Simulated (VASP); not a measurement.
Write the native input for VASP 6.6.1 that does the following.

| Quantity | Value |
| --- | --- |
| Task | relaxation of cell and atoms |
| Functional | PBEsol |
| Potentials or basis | VASP PAW PBE potentials, release 64 (Si) |
| Cutoff | 600 eV |
| k mesh | 10 × 10 × 10 |
| Occupations | gaussian, width 0.03 eV |
| Spin | no spin polarisation |
| Further INCAR settings | ALGO = Normal; EDIFF = 1e-07; IBRION = 2; EDIFFG = -0.005; NSW = 90; ISIF = 3 |

The structure of Si lies in POSCAR:

```
Si                                      
1.0
   -0.0000000000      2.7178477094      2.7178477094
    2.7178477094      0.0000000000      2.7178477094
    2.7178477094      2.7178477094     -0.0000000000
  Si            
     2
Direct
     0.7500000000000000    0.7500000000000000    0.7500000000000000
     0.5000000000000000    0.5000000000000000    0.5000000000000000
```

One way to write it, as run:

INCAR

```
ALGO = Normal
EDIFF = 1E-7
EDIFFG = -0.005
ENCUT = 600
GGA = PS
IBRION = 2
ISIF = 3
ISMEAR = 0
LASPH = T
LCHARG = F
LREAL = F
LWAVE = F
NELM = 80
NSW = 90
PREC = Accurate
SIGMA = 0.03
```

KPOINTS

```
k-points
0
Gamma
  10 10 10
```

Potentials or basis: VASP PAW PBE potentials, release 64 (Si).

Command:

```bash
$ cat potpaw_PBE.64/Si/POTCAR > POTCAR
$ mpirun -np 1 vasp_std > vasp.out
```

Results of the run:

| Quantity | Value |
| --- | --- |
| Pressure after relaxing | 0.0 GPa |
| Band gap on the k mesh | 0.47 eV, indirect (least direct gap 2.52 eV) |

Caveat: the relaxation stopped at its first step, so nothing moved; the PAW data sets were made with another functional, which shifts forces and pressure a little.

Wall time 18 s on 1 thread of Intel(R) Xeon(R) Platinum 8375C CPU @ 2.90GHz (Ice Lake) (shared host), peak memory 0.16 GiB.
